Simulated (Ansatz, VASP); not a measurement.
**Two plane-wave programs on BaTiO3**

```
CELL_PARAMETERS angstrom
4.00600 0.00000 0.00000
0.00000 4.00600 0.00000
0.00000 0.00000 4.00600
ATOMIC_POSITIONS crystal
Ba 0.50000 0.50000 0.50000
Ti 0.00000 0.00000 0.00000
O 0.00000 0.00000 0.50000
O 0.00000 0.50000 0.00000
O 0.50000 0.00000 0.00000
```

Alike in both runs: functional PBEsol; k mesh 7 × 7 × 7; occupations fermi-dirac, width 0.05 eV; no spin polarisation; Hubbard terms Ti d U = 6.0 eV.

|  | VASP | Ansatz |
| --- | --- | --- |
| version | VASP 6.6.1 | Ansatz 0.2.0 |
| potentials or method | VASP PAW PBE potentials, release 64 (Ba_sv, Ti_sv, O) | Ansatz PAW |
| plane-wave cutoff (eV) | 520 | 420 |
| valence electrons in the cell | 40 | 40 |
| task | single point | projected density of states |

```csv
,VASP,Ansatz,Ansatz less VASP
gap on the k mesh at the Fermi level (eV),2.48,2.56,+0.072
least direct gap on the mesh (eV),2.63,2.67,+0.038
pressure (GPa),2.1,-2.6,-4.64
```

The programs project onto different local orbitals, so the same U acts differently.

Caveats: spin-orbit coupling is left out, which moves the levels of the heavy elements; the PAW data sets were made with another functional, which shifts forces and pressure a little (VASP); an odd mesh through Γ misses points on the zone boundary, where band edges often lie (VASP); odd divisions of the mesh miss points on the zone boundary, where band edges often lie, so the gap on the mesh can be too wide (Ansatz); the pressure holds a Pulay correction of +0.6 GPa for the finite cutoff (Ansatz); the PAW data sets come from PBE, with cores solved anew for the run's functional, which leaves a small shift of forces and pressure (Ansatz); the density of states is complete only up to the lowest level of the last band computed (Ansatz).
